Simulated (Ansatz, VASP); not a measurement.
## Two plane-wave programs on ZnSe (Stilleite)

```
Se Zn
1.0
     0.00000    2.83380    2.83380
     2.83380    0.00000    2.83380
     2.83380    2.83380    0.00000
Se Zn
1 1
Cartesian
  4.2507 4.2507 4.2507
  0.0000 0.0000 0.0000
```

Alike in both runs: task single point; functional PBE; k mesh 8 × 8 × 8; occupations fermi-dirac, width 0.05 eV; no spin polarisation.

```csv
,VASP,Ansatz
version,VASP 6.6.1,Ansatz 0.2.0
potentials or method,"VASP PAW PBE potentials, release 64 (Se, Zn)",Ansatz PAW
plane-wave cutoff (eV),520,420
valence electrons in the cell,18,28
```

|  | VASP | Ansatz | Ansatz less VASP |
| --- | --- | --- | --- |
| gap on the k mesh at the Fermi level (eV) | 1.29 | 1.29 | -0.002 |
| least direct gap on the mesh (eV) | 1.29 | 1.29 | -0.002 |
| pressure (GPa) | 2.3 | 2.1 | -0.24 |

The two sets of potentials don't hold the same shells in valence.
